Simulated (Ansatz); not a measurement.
# CuI (Marshite) (F-43m) in Ansatz: notebook

Aim: see how the results for CuI (Marshite) move with the level of theory and the settings. Levels: revPBE+D3(BJ), revPBE+D4. Tasks: relaxation of cell and atoms.

Everything below comes from runs of Ansatz 0.2.0. Logs are shortened: lines on timing, memory, paths and dates and some standing lists are left out, and cuts for length are marked.

## 1. The structure

It takes space group F-43m (No. 216, cubic). Conventional cell: a = 6.063 Å, b = 6.063 Å, c = 6.063 Å, α = 90.00°, β = 90.00°, γ = 90.00°. Around I (site symmetry -43m) lie 4 Cu at 2.63 Å. Cu (site symmetry -43m) has 4 I at 2.63 Å as nearest neighbours.

## 2. Relaxation of cell and atoms, revPBE+D3(BJ)

File input.yaml:

```yaml
crystal:
  lattice:
    - [0.0, 3.0315, 3.0315]
    - [3.0315, 0.0, 3.0315]
    - [3.0315, 3.0315, 0.0]
  atoms:
    - { symbol: I, position: [0.0, 0.0, 0.0] }
    - { symbol: Cu, position: [0.75, 0.75, 0.75] }
kpoints:
  mp_grid: { grid: [8, 8, 8] }
scf:
  occupations: { method: fermi_dirac, width: 0.05 }
hamiltonian:
  xc: revpbe
  dispersion: d3bj
  pseudopotentials: { kind: all_electron, lapw: { basis_error: 0.001 } }
output:
  forces: true
  stress: true
relax:
  f_tol: 0.02
  max_steps: 60
  cell: {}
```

Potentials or basis: all-electron LAPW, scalar-relativistic.

The run is started by

```
ansatz run input.yaml --threads 1 --pin off --max-ram 3072MiB --backend cpu --events-out ev --progress --plain --runs-dir out
```

Standard output:

```text
Warning: RAYON_NUM_THREADS=1 ignored (pool sized by the plan → 1); use --threads N
The last accepted step is kept in <dir> (removed where the run ends without a failure and the disk answers)
LAPW: plane waves up to 8.945 Å⁻¹, error target 1.0e-3 eV per atom; small_component_spin mean_spin; Cu in spheres of 1.260 Å, 19 of its electrons in bands, Dirac shells []; I in spheres of 1.287 Å, 25 of its electrons in bands, Dirac shells [] (how accurate: hamiltonian.pseudopotentials.lapw.basis_error, Limitations)
Engine: ansatz 0.2.0, x86_64-unknown-linux-gnu
Pseudopotentials: kind: all_electron
Pseudopotential: I, LAPW, valence charge 25, lapw/all_electron/scalar/gaussian/I, Koelling and Harmon's equation, gaussian nucleus
Pseudopotential: Cu, LAPW, valence charge 19, lapw/all_electron/scalar/gaussian/Cu, Koelling and Harmon's equation, gaussian nucleus
Functional definition: revPBE
  parameter kappa = 1.245
  parameter beta = 0.06672455060314922
  exchange = pbe_x(kappa = kappa, mu = beta*pi^2/3)
  correlation = pbe_c(beta = beta)
Crystal: 2 atoms, lattice volume = 55.719 Å³
Basis set: ecut = 304.8322961201892 eV, 645 PW (Γ), exchange–correlation at level 2
Bands: 27, of which v1, the nominal top of the filled ones, is band 22 counted from 1 (21 counted from 0)
Symmetry: 24 space group operations
Space group: F-43m (ITA 216), of the structure as read, at distance tolerance 3.8e-5 Å
k-points: 29 of 512 (time reversal used)
Non-local potential: I, projectors of the file, none
Non-local potential: Cu, projectors of the file, none
Initial density: superposition of atomic densities (chi_scale 0.1, normalization cell, long waves kept (reshape's long-wave potential 0.00 eV rms))
Initial wavefunctions: plane waves of lowest kinetic energy (no species holds an atomic orbital)
Functional: x = revpbe(κ = 1.245, μ = 0.2195149727645171), c = pbe(β = 0.06672455060314922)
iter 1 solved again at ethr=3.83e-4 eV; its pass at ethr=1.00e-1 eV (dr2=1.68e-1 eV) is discarded
SCF iter   1: F=—  HF=-238688.171151 eV  |F-HF|=—  |Δ(HF+E_count)|=         —  Δρ=1.76e-2  dr2=1.70e-1  ethr=3.83e-4  ⟨swp⟩=2.5  Hψ=5290  notcnv=0
preconditioner: auto → none  [insulator: Δε(μ)=0.530 eV  Ē_g=9.228 eV  σ=0.050 eV  W_gap=0.99  n_scr=14 (ndim 8)  ℏωp=21.1 eV  f_vac=0.213  D(μ)=0.00/eV (n_scr^D=0)  ε∞_Penn≈6.2]
SCF iter   2: F=—  HF=-238688.558060 eV  |F-HF|=—  |Δ(HF+E_count)|=   3.87e-1  Δρ=1.47e-2  dr2=2.35e-1  ethr=3.83e-4  ⟨swp⟩=3.0  Hψ=2620  notcnv=0
SCF iter   3: F=—  HF=-238688.029383 eV  |F-HF|=—  |Δ(HF+E_count)|=   5.29e-1  Δρ=7.08e-3  dr2=4.59e-2  ethr=3.83e-4  ⟨swp⟩=3.0  Hψ=2420  notcnv=0
SCF iter   4: F=—  HF=-238687.983732 eV  |F-HF|=—  |Δ(HF+E_count)|=   4.57e-2  Δρ=3.08e-3  dr2=7.77e-3  ethr=1.04e-4  ⟨swp⟩=3.0  Hψ=2451  notcnv=0
SCF iter   5: F=—  HF=-238687.975970 eV  |F-HF|=—  |Δ(HF+E_count)|=         —  Δρ=1.23e-3  dr2=1.25e-3  ethr=1.76e-5  ⟨swp⟩=2.0  Hψ=2164  notcnv=0
the basis was enlarged: its passes take 121.4 KiB over the memory plan, 1 of 1 planned eigensolver slots
iter 6 solved again at ethr=6.45e-8 eV; its pass at ethr=2.84e-6 eV (dr2=2.84e-5 eV) is discarded
SCF iter   6: F=—  HF=-238687.974391 eV  |F-HF|=—  |Δ(HF+E_count)|=   1.58e-3  Δρ=1.66e-4  dr2=2.81e-5  ethr=6.45e-8  ⟨swp⟩=2.0  Hψ=3838  notcnv=0
SCF iter   7: F=—  HF=-238687.974367 eV  |F-HF|=—  |Δ(HF+E_count)|=   2.48e-5  Δρ=2.37e-5  dr2=2.86e-7  ethr=6.40e-8  ⟨swp⟩=2.3  Hψ=2169  notcnv=0
SCF iter   8: F=-238687.974367 eV  HF=-238687.974367 eV  |F-HF|=6.96e-9  |Δ(HF+E_count)|=   1.04e-7  Δρ=4.60e-6  dr2=2.06e-8  ethr=6.49e-10  ⟨swp⟩=3.0  Hψ=2394  notcnv=0
SCF 1 converged in 8 iterations: F = -238687.974367 eV  dr2 = 2.06e-8
relax step   1: F+E_penalty+E_count = -238687.97436652 eV  Δ(F+E_penalty+E_count) = +0.000e0 eV  max|allowed force component| = 6.939e-17 eV/Å  Δτ_max = 0.0000 Å  P = -2.585 GPa  Ω = 55.719 Å³  (8 SCF iters, accepted)
Crystal: 2 atoms, lattice volume = 52.389 Å³
Basis set: ecut = 317.61821148714535 eV, 645 PW (Γ), exchange–correlation at level 2
Initial density: handed on by an earlier stage of this run
Initial wavefunctions: those handed on with the density
iter 1 solved again at ethr=6.79e-7 eV; its pass at ethr=1.00e-1 eV (dr2=2.99e-4 eV) is discarded
SCF iter   1: F=—  HF=-238688.004423 eV  |F-HF|=—  |Δ(HF+E_count)|=         —  Δρ=8.76e-4  dr2=2.86e-4  ethr=6.79e-7  ⟨swp⟩=4.3  Hψ=4520  notcnv=0
preconditioner: auto → none  [insulator: Δε(μ)=1.350 eV  Ē_g=10.010 eV  σ=0.050 eV  W_gap=1.00  n_scr=14 (ndim 8)  ℏωp=21.8 eV  f_vac=0.210  D(μ)=0.00/eV (n_scr^D=0)  ε∞_Penn≈5.7]
SCF iter   2: F=—  HF=-238688.005824 eV  |F-HF|=—  |Δ(HF+E_count)|=   1.40e-3  Δρ=1.08e-3  dr2=1.26e-3  ethr=6.50e-7  ⟨swp⟩=3.0  Hψ=2378  notcnv=0  recentre
SCF iter   3: F=—  HF=-238688.003703 eV  |F-HF|=—  |Δ(HF+E_count)|=   2.12e-3  Δρ=3.62e-4  dr2=7.27e-5  ethr=6.50e-7  ⟨swp⟩=3.0  Hψ=2348  notcnv=0
iter 4 solved again at ethr=2.91e-9 eV; its pass at ethr=1.65e-7 eV (dr2=1.28e-6 eV) is discarded
SCF iter   4: F=—  HF=-238688.003736 eV  |F-HF|=—  |Δ(HF+E_count)|=   3.38e-5  Δρ=4.61e-5  dr2=1.28e-6  ethr=2.91e-9  ⟨swp⟩=2.0  Hψ=3865  notcnv=0
SCF iter   5: F=—  HF=-238688.003739 eV  |F-HF|=—  |Δ(HF+E_count)|=   3.01e-6  Δρ=1.33e-5  dr2=1.04e-7  ethr=2.91e-9  ⟨swp⟩=3.0  Hψ=2366  notcnv=0
SCF iter   6: F=-238688.003740 eV  HF=-238688.003740 eV  |F-HF|=1.36e-8  |Δ(HF+E_count)|=   2.72e-7  Δρ=2.71e-6  dr2=3.95e-9  ethr=2.37e-10  ⟨swp⟩=3.0  Hψ=2397  notcnv=0
SCF 2 converged in 6 iterations: F = -238688.003740 eV  dr2 = 3.95e-9
relax step   2: F+E_penalty+E_count = -238688.00373974 eV  Δ(F+E_penalty+E_count) = -2.937e-2 eV  max|allowed force component| = 4.742e-17 eV/Å  Δτ_max = 0.0000 Å  P = -0.072 GPa  Ω = 52.389 Å³  (6 SCF iters, accepted)
Crystal: 2 atoms, lattice volume = 52.299 Å³
Basis set: ecut = 317.97996905143225 eV, 645 PW (Γ), exchange–correlation at level 2
iter 1 solved again at ethr=1.86e-9 eV; its pass at ethr=1.00e-1 eV (dr2=8.18e-7 eV) is discarded
SCF iter   1: F=—  HF=-238688.003757 eV  |F-HF|=—  |Δ(HF+E_count)|=         —  Δρ=2.52e-5  dr2=2.29e-7  ethr=1.86e-9  ⟨swp⟩=4.9  Hψ=4387  notcnv=0
preconditioner: auto → none  [insulator: Δε(μ)=1.395 eV  Ē_g=10.051 eV  σ=0.050 eV  W_gap=1.00  n_scr=14 (ndim 8)  ℏωp=21.8 eV  f_vac=0.209  D(μ)=0.00/eV (n_scr^D=0)  ε∞_Penn≈5.7]
SCF iter   2: F=—  HF=-238688.003759 eV  |F-HF|=—  |Δ(HF+E_count)|=   1.20e-6  Δρ=2.99e-5  dr2=9.84e-7  ethr=5.20e-10  ⟨swp⟩=3.0  Hψ=2378  notcnv=0
SCF iter   3: F=-238688.003757 eV  HF=-238688.003757 eV  |F-HF|=1.26e-8  |Δ(HF+E_count)|=   1.64e-6  Δρ=7.35e-6  dr2=2.82e-8  ethr=5.20e-10  ⟨swp⟩=3.0  Hψ=2352  notcnv=0
SCF 3 converged in 3 iterations: F = -238688.003757 eV  dr2 = 2.82e-8
relax step   3: F+E_penalty+E_count = -238688.00375697 eV  Δ(F+E_penalty+E_count) = -1.723e-5 eV  max|allowed force component| = 3.701e-17 eV/Å  Δτ_max = 0.0000 Å  P = +0.010 GPa  Ω = 52.299 Å³  (3 SCF iters, accepted)
iter 1 solved again at ethr=6.41e-11 eV; its pass at ethr=1.00e-1 eV (dr2=2.82e-8 eV) is discarded
SCF iter   1: F=—  HF=-238688.003758 eV  |F-HF|=—  |Δ(HF+E_count)|=         —  Δρ=7.36e-6  dr2=2.82e-8  ethr=6.41e-11  ⟨swp⟩=3.6  Hψ=3819  notcnv=0
preconditioner: auto → none  [insulator: Δε(μ)=1.396 eV  Ē_g=10.052 eV  σ=0.050 eV  W_gap=1.00  n_scr=14 (ndim 8)  ℏωp=21.8 eV  f_vac=0.209  D(μ)=0.00/eV (n_scr^D=0)  ε∞_Penn≈5.7]
SCF iter   2: F=-238688.003758 eV  HF=-238688.003758 eV  |F-HF|=7.37e-8  |Δ(HF+E_count)|=   7.70e-8  Δρ=4.76e-6  dr2=2.73e-8  ethr=6.41e-11  ⟨swp⟩=3.0  Hψ=2379  notcnv=0
SCF 4 converged in 2 iterations: F = -238688.003758 eV  dr2 = 2.73e-8
relax step   4: F+E_penalty+E_count = -238688.00375781 eV  Δ(F+E_penalty+E_count) = -8.358e-7 eV  max|allowed force component| = 2.891e-17 eV/Å  Δτ_max = 0.0000 Å  P = +0.011 GPa  Ω = 52.299 Å³  stress off target by 1.09e-2 GPa  SCF on the basis re-selected at this cell (its energy is not comparable with the rows above)  (2 SCF iters)
basis re-selected at this cell: Δ(F+E_penalty+E_count) = -8.358e-7 eV, ΔP = +0.001 GPa vs the last step (what re-selecting the basis moved, after the strain that the cell walked since its last selection, with what the two solves' SCF thresholds leave and, on support functions, any second-order correction that the steps lacked; it is no measure of the basis error at this ecutwfc). This SCF's stress stands 1.09e-2 GPa from its target on what of the cell is left free (relax.cell.stress_tol is 5.00e-2 GPa) and its largest allowed force component is 2.89e-17 eV/Å (relax.f_tol is 2.00e-2 eV/Å): within both
SCF converged after 2 iterations
Free energy (F): -238688.003758 eV
Harris-Foulkes:  -238688.003758 eV  (|F-HF|=7.37e-8)
Internal energy: -238688.003758 eV  (E = F + TS)
E sigma→0 (E₀):  -238688.003758 eV
Entropy (-TS):   -0.000000 eV (-0.000 meV/atom)
Fermi energy:    11.149882 eV
--- Per-component energies (eV) ---
  E_band       = -1802.782218
  E_kinetic    = 250768.274973
  E_xc         = -6793.227854
  E_electrostatic = -482661.639396  (all electrons and nuclei)
  E_disp       = -1.411480  (pairwise vdW)
  E_smearing   = -0.000000  (= −TS)
  E_closure    = 0.000000  (closes the sum)
  E_atoms      = -238681.746703  (free atoms, spherical and without spin; not in F)
  Σ components = -238688.003758   (vs F -238688.003758, Δ=0.00e0)
  Basis errors (estimates in eV, not in F): energy 4.9e-4 per atom: plane waves 4.5e-4 (2.6e-4 summed), levels above the bands 2.7e-57, relativity 1.3e-8, radial functions 3.7e-5, core shells 4.7e-8; eigenvalues (radial functions only) 3.6e-7; not estimated: angular momenta, meshes, grids; target (lapw.basis_error) 1.0e-3; muffin-tin radii Cu 1.233 Å, I 1.260 Å
--- Forces (eV/Å), atoms counted from 1 ---
  atom   1  I      0.00000000    -0.00000000    -0.00000000
  atom   2  Cu     0.00000000     0.00000000     0.00000000
  max |Σ_I F_I| component: 2.78e-17 eV/Å
--- Stress (GPa, compression-positive) ---
        0.010947      -0.000000      -0.000000
       -0.000000       0.010947       0.000000
       -0.000000       0.000000       0.010947
  P = ⅓ Tr σ = 0.0109 GPa (0.109 kbar)
--- Relaxed structure (3 steps of the walk, 3 accepted, 1 SCFs on fresh bases) ---
  F+E_penalty+E_count = -238688.00375781 eV   max|allowed force component| = 2.891e-17 eV/Å   (the final SCF, on the basis selected at the relaxed cell)
  cell:  # Å, volume = 52.2991 Å³
    - [-1.0598373828422827e-32, 2.9681659583651845, 2.9681659583651845]
    - [2.9681659583651845, 6.1144464394746975e-34, 2.9681659583651845]
    - [2.9681659583651845, 2.9681659583651845, 2.649593457105706e-33]
  atoms:
    - { symbol: I, position: [-9.391443084860824e-34, 8.767718246845755e-34, 4.785475050288017e-34] }
    - { symbol: Cu, position: [0.7500000000000001, 0.7500000000000001, 0.7500000000000001] }
```

Wall time 75 s (1 thread of Intel Xeon at 2.50GHz (Skylake/Cascade Lake), shared host); peak memory 0.36 GiB.

Results:

```
Free energy                            : -238688.0038 eV
Relaxed volume                         : 26.15 Å³/atom
Relaxed cell                           : a = 4.198 Å, b = 4.198 Å, c = 4.198 Å, α = 60.00°, β = 60.00°, γ = 60.00°
Space group after relaxing (to 0.05 Å) : F-43m (No. 216)
Energy gained by relaxing              : 14.7 meV/atom
Ionic steps                            : 4
Pressure after relaxing                : 0.0 GPa
Band gap on the k mesh                 : 1.40 eV
```

Step by step:
| step | energy change (eV) | largest force (eV/Å) | volume (Å³) |
| --- | --- | --- | --- |
| 1 | 0.0000 | 0.0000 | 55.72 |
| 2 | -0.0294 | 0.0000 | 52.39 |
| 3 | -0.0294 | 0.0000 | 52.30 |
| 4 | -0.0294 | 0.0000 | 52.30 |

Final structure:
```yaml
crystal:
  lattice:
    - [0.00000, 2.96817, 2.96817]
    - [2.96817, 0.00000, 2.96817]
    - [2.96817, 2.96817, 0.00000]
  atoms:
    - { symbol: I, position: [0.00000, 0.00000, 0.00000] }
    - { symbol: Cu, position: [0.75000, 0.75000, 0.75000] }
```

Caveat: spin-orbit coupling is left out, which moves the levels of the heavy elements. A k mesh can miss the band edges.

## 3. Relaxation of cell and atoms, revPBE+D4

input.yaml: that of step 2 with these lines changed.

```diff
@@ -14,3 +14,3 @@
   xc: revpbe
-  dispersion: d3bj
+  dispersion: d4
   pseudopotentials: { kind: all_electron, lapw: { basis_error: 0.001 } }
@@ -20,3 +20,3 @@
 relax:
-  f_tol: 0.02
+  f_tol: 0.005
   max_steps: 60
```

Potentials or basis: all-electron LAPW, scalar-relativistic.

The run is started by

```
ansatz run input.yaml --threads 1 --pin off --max-ram 3072MiB --backend cpu --events-out ev --progress --plain --runs-dir out
```

Run time: 80 s. Hardware: 1 thread of Intel Xeon at 2.50GHz (Skylake/Cascade Lake), shared host; peak memory 0.36 GiB.

It converged, with:

* Free energy: -238687.8922 eV
* Relaxed volume: 26.41 Å³/atom
* Relaxed cell: a = 4.211 Å, b = 4.211 Å, c = 4.211 Å, α = 60.00°, β = 60.00°, γ = 60.00°
* Space group after relaxing (to 0.05 Å): F-43m (No. 216)
* Energy gained by relaxing: 10.4 meV/atom
* Ionic steps: 4
* Pressure after relaxing: 0.0 GPa
* Band gap on the k mesh: 1.37 eV

The path:
```tsv
step	energy change (eV)	largest force (eV/Å)	volume (Å³)
1	0.0000	0.0000	55.72
2	-0.0208	0.0000	52.91
3	-0.0208	0.0000	52.81
4	-0.0208	0.0000	52.81
```

Final structure:
```
I Cu
1.0
     0.00000    2.97788    2.97788
     2.97788    0.00000    2.97788
     2.97788    2.97788    0.00000
I Cu
1 1
Direct
  0.00000 0.00000 0.00000
  0.75000 0.75000 0.75000
```

Caveat: spin-orbit coupling is left out, which moves the levels of the heavy elements. Expect the measured gap to be larger: semilocal functionals such as revPBE lack the derivative discontinuity.
